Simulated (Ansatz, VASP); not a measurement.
**Sb: VASP beside Ansatz**

INCAR

```
ALGO = Normal
EDIFF = 1E-7
ENCUT = 520
GGA = PE
ISIF = 2
ISMEAR = -1
LASPH = T
LCHARG = F
LREAL = F
LWAVE = F
NBANDS = 12
NELM = 80
PREC = Accurate
SIGMA = 0.05
```

File KPOINTS:

```
k-points
0
Gamma
  9 6 6
```

Contents of POSCAR:

```
Sb
1.0
    3.1634909488      0.0000000000      0.0000000000
    0.0000000000      4.4047287450      0.0000000000
   -0.0394270982      0.0000000000      4.4638303856
Sb
2
Direct
    0.0113890000      0.2500000000      0.2411660000
    0.9886110000      0.7500000000      0.7588340000
```

The input input.yaml:

```yaml
crystal:
  lattice:
    - [3.1634909488, 0.0, 0.0]
    - [0.0, 4.404728745, 0.0]
    - [-0.0394270982, 0.0, 4.4638303856]
  atoms:
    - { symbol: Sb, position: [0.011389, 0.25, 0.241166] }
    - { symbol: Sb, position: [0.988611, 0.75, 0.758834] }
hamiltonian:
  xc: pbe
  pseudopotentials: { kind: paw }
kpoints:
  mp_grid: { grid: [9, 6, 6] }
scf:
  occupations: { method: fermi_dirac, width: 0.05 }
output:
  forces: true
  stress: true
  eigenvalues: true
  write_density: true
  write_potential: true
  elf: true
  volumetric_format: npy
```

Change from the starting cell: volume scaled by 1.04.

Alike in both runs: task single point; functional PBE; k mesh 9 × 6 × 6; occupations fermi-dirac, width 0.05 eV; no spin polarisation.

```csv
,VASP,Ansatz
version,VASP 6.6.1,Ansatz 0.2.0
potentials or method,"VASP PAW PBE potentials, release 64 (Sb)",Ansatz PAW
plane-wave cutoff (eV),520,420
valence electrons in the cell,10,30
```

VASP gave:

| Property | Result |
| --- | --- |
| gap on the k mesh at the Fermi level (eV) | none |
| pressure (GPa) | -1.6 |
| largest component of the traceless stress (GPa) | 0.40 |
| rms of the force components (eV/Å) | 0.018 |

Q: What did Ansatz give for the same quantities?

A: gap on the k mesh at the Fermi level (eV): none; pressure (GPa): -1.5; largest component of the traceless stress (GPa): 0.41; rms of the force components (eV/Å): 0.018.

Atom by atom the forces differ by 0.003 eV/Å (rms over components). A gap of «none» marks a metal or a gap that the smearing closes. The functional is the same, so the differences come from potentials, cutoffs and numerics. The two sets of potentials don't hold the same shells in valence.

The runs have no spin-orbit coupling, so splittings on Sb are missing.
